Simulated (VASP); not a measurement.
# SiC (Moissanite 6H) (P6_3mc) in VASP: a series of runs

One crystal, SiC (Moissanite 6H), is run at these levels: PBE+D3(BJ), PBEsol; tasks: relaxation of cell and atoms.

Program: VASP 6.6.1. These are calculated values, not measurements. Logs are shortened: lines on timing, memory, paths and dates and some standing lists are left out, and cuts for length are marked.

## 1. The structure

Symmetry: P6_3mc, No. 186, hexagonal system. The conventional cell has a = 3.095 Å, b = 3.095 Å, c = 15.170 Å, α = 90.00°, β = 90.00°, γ = 120.00°. Si (site symmetry 3m) is surrounded by 4 C at 1.90 Å. Si (site symmetry 3m) is surrounded by 4 C at 1.90 Å. Si (site symmetry 3m) is surrounded by 4 C at 1.90 Å. C (site symmetry 3m) has 4 Si at 1.90 Å as nearest neighbours. C (site symmetry 3m) is surrounded by 4 Si at 1.90 Å. Around C (site symmetry 3m) lie 4 Si at 1.90 Å.

## 2. Relaxation of cell and atoms, PBE+D3(BJ)

Contents of INCAR:

```
SYSTEM = SiC
  PREC = Accurate
  ENCUT = 600
  EDIFF = 1E-6
  ISMEAR = 0
  SIGMA = 0.03
  LREAL = .False.
  LASPH = .True.
  NELM = 80
  ALGO = Normal
  ISIF = 3
  LWAVE = .False.
  LCHARG = .False.
  GGA = PE
  IVDW = 12
  IBRION = 2
  NSW = 90
  EDIFFG = -0.01
  KPAR = 4
```

Contents of KPOINTS:

```
regular mesh
0
Gamma
  12 12 2
  0 0 0
```

Contents of POSCAR:

```
SiC
1.0
    3.0950000000      0.0000000000      0.0000000000
   -1.5475000000      2.6803486247      0.0000000000
    0.0000000000      0.0000000000     15.1700000000
Si C
6 6
Direct
    0.0000000000      0.0000000000      0.1250000000
    0.0000000000      0.0000000000      0.6250000000
    0.3333333333      0.6666666667      0.2917000000
    0.6666666667      0.3333333333      0.7917000000
    0.3333333333      0.6666666667      0.9583000000
    0.6666666667      0.3333333333      0.4583000000
    0.0000000000      0.0000000000      0.0000000000
    0.0000000000      0.0000000000      0.5000000000
    0.3333333333      0.6666666667      0.1667000000
    0.6666666667      0.3333333333      0.6667000000
    0.3333333333      0.6666666667      0.8333000000
    0.6666666667      0.3333333333      0.3333000000
```

Potentials or basis: VASP PAW PBE potentials, release 64 (Si, C).

Started as:

```console
$ cat potpaw_PBE.64/Si/POTCAR potpaw_PBE.64/C/POTCAR > POTCAR
$ mpirun -np 4 vasp_std > vasp.out
```

OUTCAR:

```text
SYSTEM = SiC
   PREC = Accurate
   ENCUT = 600
   EDIFF = 1E-6
   ISMEAR = 0
   LREAL = .False.
   LASPH = .True.
   NELM = 80
   ISIF = 3
   GGA = PE
   IVDW = 12
   IBRION = 2
   NSW = 90
   EDIFFG = -0.01
 IVDW          = 12

 ion  position               nearest neighbor table
   1  0.000  0.000  0.125-   9 1.90   9 1.90   9 1.90   7 1.90   5 3.10   3 3.10   3 3.10   5 3.10
                             5 3.10   3 3.10
   2  0.000  0.000  0.625-  10 1.90  10 1.90  10 1.90   8 1.90   6 3.10   4 3.10   6 3.10   4 3.10
                             4 3.10   6 3.10
   3  0.333  0.667  0.292-  12 1.90  12 1.90  12 1.90   9 1.90   6 3.10   6 3.10   6 3.10   1 3.10
                             1 3.10   1 3.10
   4  0.667  0.333  0.792-  11 1.90  11 1.90  11 1.90  10 1.90   5 3.10   5 3.10   5 3.10   2 3.10
                             2 3.10   2 3.10
   5  0.333  0.667  0.958-   7 1.90   7 1.90   7 1.90  11 1.90   4 3.10   4 3.10   4 3.10   1 3.10
                             1 3.10   1 3.10
   6  0.667  0.333  0.458-   8 1.90   8 1.90   8 1.90  12 1.90   3 3.10   3 3.10   3 3.10   2 3.10
                             2 3.10   2 3.10
   7  0.000  0.000  0.000-   5 1.90   5 1.90   5 1.90   1 1.90
   8  0.000  0.000  0.500-   6 1.90   6 1.90   6 1.90   2 1.90
   9  0.333  0.667  0.167-   1 1.90   1 1.90   1 1.90   3 1.90
  10  0.667  0.333  0.667-   2 1.90   2 1.90   2 1.90   4 1.90
  11  0.333  0.667  0.833-   4 1.90   4 1.90   4 1.90   5 1.90
  12  0.667  0.333  0.333-   3 1.90   3 1.90   3 1.90   6 1.90

  LATTYP: Found a hexagonal cell.
 ALAT       =     3.0950000000
 C/A-ratio  =     4.9014539580

  Lattice vectors:

 A1 = (   3.0950000000,   0.0000000000,   0.0000000000)
 A2 = (  -1.5475000000,   2.6803486247,   0.0000000000)
 A3 = (   0.0000000000,   0.0000000000,  15.1700000000)

Analysis of symmetry for initial positions (statically):
=====================================================================
 Subroutine PRICEL returns:
 Original cell was already a primitive cell.

 Routine SETGRP: Setting up the symmetry group for a
 hexagonal supercell.

 Subroutine GETGRP returns: Found 12 space group operations
 (whereof  6 operations were pure point group operations)
 out of a pool of 24 trial point group operations.

The static configuration has the point symmetry C_3v.
 The point group associated with its full space group is C_6v.

Analysis of symmetry for dynamics (positions and initial velocities):
=====================================================================
 Subroutine PRICEL returns:
 Original cell was already a primitive cell.

 Routine SETGRP: Setting up the symmetry group for a
 hexagonal supercell.

 Subroutine GETGRP returns: Found 12 space group operations
 (whereof  6 operations were pure point group operations)
 out of a pool of 24 trial point group operations.

[... 110 lines left out ...]
   NGXF,Y,Z  is equivalent  to a cutoff of  30.08, 30.08, 27.62 a.u.
 SYSTEM =  SiC
   PREC   = accura    normal or accurate (medium, high low for compatibility)
   ISTART =      0    job   : 0-new  1-cont  2-samecut
   ICHARG =      2    charge: 1-file 2-atom 10-const
   ISPIN  =      1    spin polarized calculation?
   LNONCOLLINEAR =      F non collinear calculations
   LSORBIT =      F    spin-orbit coupling
   LASPH  =      T    aspherical Exc in radial PAW
   ENCUT  =  600.0 eV  44.10 Ry    6.64 a.u.   6.18  6.18 30.30*2*pi/ulx,y,z
   NELM   =     80;   NELMIN=  2; NELMDL= -5     # of ELM steps
   EDIFF  = 0.1E-05   stopping-criterion for ELM
   LREAL  =      F    real-space projection
   EDIFFG = -.1E-01   stopping-criterion for IOM
   NSW    =     90    number of steps for IOM
   IBRION =      2    ionic relax: 0-MD 1-quasi-New 2-CG
   NFREE  =      1    steps in history (QN), initial steepest desc. (CG)
   ISIF   =      3    stress and relaxation
   ISYM   =      2    0-nonsym 1-usesym 2-fastsym
   POTIM  = 0.5000    time-step for ionic-motion
   TEBEG  =    0.0;   TEEND  =   0.0 temperature during run
   PSTRESS=    0.0 pullay stress
   NELECT =      48.0000    total number of electrons
   NUPDOWN=      -1.0000    fix difference up-down
   EMIN   =  10.00;   EMAX   =-10.00  energy-range for DOS
   EFERMI =   0.00;   METHOD = LEGACY
   ISMEAR =     0;   SIGMA  =   0.03  broadening in eV -4-tet -1-fermi 0-gaus
   EFERMI_NEDOS =   21; number of points for ismear=-14 and -15
   IALGO  =     38    algorithm
   IMIX   =      4    mixing-type and parameters
     AMIX     =   0.40;   BMIX     =  1.00
     AMIX_MAG =   1.60;   BMIX_MAG =  1.00
  volume/ion in A,a.u.               =      10.49        70.77
  Fermi-wavevector in a.u.,A,eV,Ry     =   1.187252  2.243580 19.178312  1.409566
  Thomas-Fermi vector in A             =   2.323407
   LORBIT       =      0    0 simple, 1 ext, 2 COOP (PROOUT), +10 PAW based schemes
   GGA     = PE    functional components
   LHFCALC =     F    Hartree Fock is set to
   AEXX    =    0.0000 exact exchange contribution
   IVDW    =    12    specifies the selected vdW correction
   LEPSILON=     F    determine dielectric tensor
   LRPA    =     F    only Hartree local field effects (RPA)
 conjugate gradient relaxation of ions
 non-spin polarized calculation
 Gauss-broadening in eV      SIGMA  =   0.03
  energy-cutoff  :      600.00
  volume of cell :      125.85
 maximum number of plane-waves:      4225
 NGX is ok and might be reduce to    28
   NGX = 13   NGY = 13   NGZ = 61

--------------------------------------- Ionic step        1  -------------------------------------------

 number of electron      47.9999999 magnetization

 Free energy of the ion-electron system (eV)
  ---------------------------------------------------
  ext. energy  EPLUGINS =         0.00000000
  ---------------------------------------------------
  free energy    TOTEN  =       -90.38084878 eV

  energy without entropy =      -90.38084878  energy(sigma->0) =      -90.38084878

------------------------ aborting loop because EDIFF is reached ----------------------------------------

 Edisp (eV)   -3.56267

 E8    (eV) :    -1.3386
[... 291 lines left out ...]
--------------------------------------- Ionic step        7  -------------------------------------------

 number of electron      47.9999998 magnetization

 Free energy of the ion-electron system (eV)
  ---------------------------------------------------
  ext. energy  EPLUGINS =         0.00000000
  ---------------------------------------------------
  free energy    TOTEN  =       -90.34445913 eV

  energy without entropy =      -90.34445913  energy(sigma->0) =      -90.34445913

 E-fermi :   8.3800     XC(G=0): -11.3863

 val. band max:        8.2341815873   @ k =   0.0000   0.0000   0.0000
 cond. band min:      10.2582585364   @ k =   0.5000   0.0000   0.0000
 fundamental gap:      2.0240769491
 Fermi energy:         8.3799726111

 k-point     1 :       0.0000    0.0000    0.0000
  band No.  band energies     occupation
      1      -7.2793      2.00000
      2      -6.7545      2.00000
      3      -6.7195      2.00000
      4      -5.2156      2.00000
      5      -5.1865      2.00000
      6      -3.6870      2.00000
[... 805 lines left out ...]
     30      13.5824      0.00000
     31      14.3718      0.00000

 [... further k-points ...]

------------------------ aborting loop because EDIFF is reached ----------------------------------------

 Edisp (eV)   -3.63787

 E8    (eV) :    -1.3665
[... 35 lines left out ...]
  FREE ENERGIE OF THE ION-ELECTRON SYSTEM (eV)
  ---------------------------------------------------
  free  energy   TOTEN  =       -93.9823271666 eV

  energy  without entropy=      -93.9823271666  energy(sigma->0) =      -93.98232717

 reached required accuracy - stopping structural energy minimisation
```

OSZICAR:

```text
N       E                     dE             d eps       ncg     rms          rms(c)
DAV:   1     0.159059402791E+03    0.15906E+03   -0.24229E+04  2356   0.157E+03
DAV:   2    -0.876924069689E+02   -0.24675E+03   -0.23480E+03  3187   0.239E+02
DAV:   3    -0.101010400516E+03   -0.13318E+02   -0.13228E+02  2888   0.569E+01
DAV:   4    -0.101271611694E+03   -0.26121E+00   -0.26047E+00  2890   0.884E+00
[... 48 lines left out ...]
DAV:   1    -0.903444915715E+02   -0.29801E-02   -0.50495E-03  2531   0.416E-01    0.415E-02
DAV:   2    -0.903444718205E+02    0.19751E-04   -0.13597E-04  2825   0.628E-02    0.226E-02
DAV:   3    -0.903444606610E+02    0.11159E-04   -0.23632E-05  2908   0.261E-02    0.631E-03
DAV:   4    -0.903444595409E+02    0.11202E-05   -0.43076E-06  2393   0.109E-02    0.263E-03
DAV:   5    -0.903444591270E+02    0.41392E-06   -0.44565E-07  1542   0.376E-03
   7 F= -.93982327E+02 E0= -.93982327E+02  d E =-.105045E-04
```

Run time: 2.4 min. Hardware: 4 MPI ranks of Intel Xeon Platinum 8488C (Sapphire Rapids), shared host; peak memory 0.39 GiB.

Results:

```
Free energy                            : -93.9823 eV
Relaxed volume                         : 10.27 Å³/atom
Relaxed cell                           : a = 3.072 Å, b = 3.072 Å, c = 15.077 Å, α = 90.00°, β = 90.00°, γ = 120.00°
Space group after relaxing (to 0.05 Å) : P6_3mc (No. 186)
Energy gained by relaxing              : 3.2 meV/atom
Ionic steps                            : 7
Pressure after relaxing                : -0.1 GPa
Largest force after relaxing           : 0.008 eV/Å
Band gap on the k mesh                 : 2.02 eV, indirect (least direct gap 3.13 eV)
Dispersion energy per atom             : -0.303 eV
```

Forces on the atoms (eV/Å):
```
Si   0.000  0.000 -0.003
Si   0.000  0.000 -0.003
Si   0.000  0.000 -0.006
Si   0.000  0.000 -0.006
Si   0.000  0.000 -0.002
Si   0.000  0.000 -0.002
C    0.000  0.000  0.008
C    0.000  0.000  0.008
C    0.000  0.000  0.001
C    0.000  0.000  0.001
C    0.000  0.000  0.002
C    0.000  0.000  0.002
```

Stress tensor (GPa, compression positive):
```
-0.05  0.00  0.00
 0.00 -0.05  0.00
 0.00  0.00 -0.13
```

Step by step:
| step | energy change (eV) | largest force (eV/Å) | pressure (GPa) | volume (Å³) |
| --- | --- | --- | --- | --- |
| 1 | 0.0000 | 0.1416 | -4.50 | 125.85 |
| 2 | 0.0029 | 0.1202 | 5.02 | 120.56 |
| 3 | -0.0387 | 0.0268 | -0.01 | 123.21 |
| 4 | -0.0387 | 0.0285 | 0.08 | 123.16 |
| 5 | -0.0388 | 0.0144 | 0.10 | 123.15 |
| 6 | -0.0388 | 0.0152 | 0.10 | 123.15 |
| 7 | -0.0388 | 0.0078 | -0.08 | 123.25 |

Final structure:
```cif
data_structure
_symmetry_space_group_name_H-M 'P 1'
_symmetry_Int_Tables_number 1
_cell_length_a 3.0724
_cell_length_b 3.0724
_cell_length_c 15.0768
_cell_angle_alpha 90.000
_cell_angle_beta 90.000
_cell_angle_gamma 120.000
_cell_volume 123.25
loop_
_atom_site_label
_atom_site_type_symbol
_atom_site_fract_x
_atom_site_fract_y
_atom_site_fract_z
_atom_site_occupancy
Si1 Si 0.00000 0.00000 0.12503 1
Si2 Si 0.00000 0.00000 0.62503 1
Si3 Si 0.33333 0.66667 0.29183 1
Si4 Si 0.66667 0.33333 0.79183 1
Si5 Si 0.33333 0.66667 0.95831 1
Si6 Si 0.66667 0.33333 0.45831 1
C1 C 0.00000 0.00000 0.99968 1
C2 C 0.00000 0.00000 0.49968 1
C3 C 0.33333 0.66667 0.16683 1
C4 C 0.66667 0.33333 0.66683 1
C5 C 0.33333 0.66667 0.83332 1
C6 C 0.66667 0.33333 0.33332 1
```

Levels at points of the mesh, in eV from the valence-band top:
```csv
k point,band 20,band 21,band 22,band 23,band 24,band 25,band 26,band 27,band 28,band 29
"(0.00, 0.00, 0.00)",-0.30,-0.30,-0.04,0.00,0.00,5.24,5.41,5.83,6.34,6.39
"(0.50, 0.00, 0.00)",-2.26,-1.82,-1.79,-1.67,-1.10,2.02,2.22,3.23,3.91,4.61
"(0.00, 0.00, 0.50)",-0.64,-0.10,-0.10,-0.10,-0.10,5.31,5.31,6.06,6.06,6.74
"(0.50, 0.00, 0.50)",-2.36,-1.72,-1.72,-1.31,-1.31,2.07,2.07,3.45,3.45,4.86
```

## 3. Relaxation of cell and atoms, PBE+D3(BJ)

This run uses another cell than the first one, of 10.27 Å³/atom, 0.979 times its volume.

Edit INCAR of step 2 so:

```diff
@@ -3,3 +3,3 @@
   ENCUT = 600
-  EDIFF = 1E-6
+  EDIFF = 1E-7
   ISMEAR = 0
@@ -17,3 +17,3 @@
   NSW = 90
-  EDIFFG = -0.01
+  EDIFFG = -0.005
   KPAR = 4
```

KPOINTS is that of step 2.

Contents of POSCAR:

```
SiC                                     
1.0
    3.0723681640      0.0000000000      0.0000000000
   -1.5361840820      2.6607488798      0.0000000000
    0.0000000000      0.0000000000     15.0767992963
  Si              C             
     6     6
Direct
     0.0000000000000000    0.0000000000000000    0.1250335336216370
     1.0000000000000000    0.0000000000000000    0.6250335336216370
     0.3333333332999970    0.6666666667000030    0.2918314184445430
     0.6666666667000030    0.3333333332999970    0.7918314184445431
     0.3333333332999970    0.6666666667000030    0.9583094925536553
     0.6666666667000030    0.3333333332999970    0.4583094925536553
     1.0000000000000000    1.0000000000000000    0.9996760582847874
     1.0000000000000000    0.0000000000000000    0.4996760582847876
     0.3333333332999970    0.6666666667000030    0.1668328145171467
     0.6666666667000030    0.3333333332999970    0.6668328145171468
     0.3333333332999970    0.6666666667000030    0.8333166825782303
     0.6666666667000030    0.3333333332999970    0.3333166825782304
```

Potentials or basis: VASP PAW PBE potentials, release 64 (Si, C).

Started as:

```console
$ cat potpaw_PBE.64/Si/POTCAR potpaw_PBE.64/C/POTCAR > POTCAR
$ mpirun -np 4 vasp_std > vasp.out
```

Wall time 82 s (4 MPI ranks of Intel Xeon Platinum 8488C (Sapphire Rapids), shared host); peak memory 0.38 GiB.

It converged, with:

```yaml
Free_energy: -93.9795 eV
Relaxed_volume: 10.27 Å³/atom
Relaxed_cell: a = 3.072 Å, b = 3.072 Å, c = 15.074 Å, α = 90.00°, β = 90.00°, γ = 120.00°
Space_group_after_relaxing_to_0.05_Å: P6_3mc (No. 186)
Energy_gained_by_relaxing: 0.0 meV/atom
Ionic_steps: 3
Pressure_after_relaxing: 0.0 GPa
Band_gap_on_the_k_mesh: 2.02 eV, indirect (least direct gap 3.12 eV)
Dispersion_energy_per_atom: -0.303 eV
```

Forces in eV/Å, atoms in the order of the input:
```
Si   0.000  0.000  0.002
Si   0.000  0.000  0.002
Si   0.000  0.000  0.000
Si   0.000  0.000  0.000
Si   0.000  0.000  0.002
Si   0.000  0.000  0.002
C    0.000  0.000  0.001
C    0.000  0.000  0.001
C    0.000  0.000 -0.002
C    0.000  0.000 -0.002
C    0.000  0.000 -0.002
C    0.000  0.000 -0.002
```

Final structure:
```
CELL_PARAMETERS angstrom
3.07218 0.00000 0.00000
-1.53609 2.66059 0.00000
0.00000 0.00000 15.07389
ATOMIC_POSITIONS crystal
Si 0.00000 0.00000 0.12503
Si 0.00000 0.00000 0.62503
Si 0.33333 0.66667 0.29182
Si 0.66667 0.33333 0.79182
Si 0.33333 0.66667 0.95831
Si 0.66667 0.33333 0.45831
C 0.00000 0.00000 0.99969
C 0.00000 0.00000 0.49969
C 0.33333 0.66667 0.16683
C 0.66667 0.33333 0.66683
C 0.33333 0.66667 0.83332
C 0.66667 0.33333 0.33332
```

Levels at points of the mesh, in eV from the valence-band top:
| k point | band 20 | band 21 | band 22 | band 23 | band 24 | band 25 | band 26 | band 27 | band 28 | band 29 |
| --- | --- | --- | --- | --- | --- | --- | --- | --- | --- | --- |
| (0.00, 0.00, 0.00) | -0.30 | -0.30 | -0.04 | 0.00 | 0.00 | 5.25 | 5.42 | 5.83 | 6.34 | 6.39 |
| (0.50, 0.00, 0.00) | -2.26 | -1.82 | -1.79 | -1.67 | -1.10 | 2.02 | 2.22 | 3.23 | 3.91 | 4.61 |
| (0.00, 0.00, 0.50) | -0.64 | -0.10 | -0.10 | -0.10 | -0.10 | 5.31 | 5.31 | 6.06 | 6.06 | 6.74 |
| (0.50, 0.00, 0.50) | -2.36 | -1.72 | -1.72 | -1.31 | -1.31 | 2.07 | 2.07 | 3.45 | 3.45 | 4.86 |

[end of part 1 of 2]
